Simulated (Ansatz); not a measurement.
# Ge under changes of volume

One of the cells (18.253 Å³/atom); the others are scaled copies at fixed shape and fractional positions:

```xyz
2
Lattice="1.4881 -2.5947 0.0000 1.4881 2.5947 0.0000 0.0000 0.0000 4.7276" Properties=species:S:1:pos:R:3 pbc="T T T"
Ge    1.4881    0.8643    1.1819
Ge    1.4881   -0.8643    3.5457
```

This isn't the form of Ge at room conditions, which is diamond.

```yaml
Program: Ansatz 0.2.0
Functional: PBEsol
Potentials_or_basis: Ansatz PAW
Cutoff: "420 eV (not typed: the program's choice for these potentials)"
k_mesh: 10 × 10 × 6
Occupations: fermi-dirac, width 0.05 eV
Spin: no spin polarisation
```

| volume (Å³/atom) | energy over the lowest point (meV/atom) | pressure (GPa) | largest force (eV/Å) |
| --- | --- | --- | --- |
| 17.158 | ? | ? | ? |
| 17.523 | 10.08 | 4.0 | 0.002 |
| 17.888 | 3.04 | 2.2 | 0.001 |
| 18.253 | 0.00 | 0.5 | 0.001 |
| 18.618 | 0.57 | -1.0 | 0.000 |
| 18.984 | 4.38 | -2.3 | 0.001 |
| 19.349 | 11.12 | -3.6 | 0.001 |

What does the run at 17.158 Å³/atom give?

Energy over the lowest point 21.57 meV/atom; pressure 6.0 GPa; largest force 0.003 eV/Å.

Worked out: A Birch-Murnaghan fit of order 3 (a polynomial in V^(-2/3)) to the other rows has its minimum at 18.37 Å³/atom with B0 = V·E''(V) = 77 GPa and B' = 4.3 at fixed shape and positions, which overstates the stiffness. It gives 21.57 meV/atom at 17.158 Å³/atom, against the run's 21.57, and -dE/dV = 6.1 GPa, against 6.0.

Energies are extrapolated to zero smearing.

Caveats: the PAW data sets come from PBE, with cores solved anew for the run's functional, which leaves a small shift of forces and pressure.
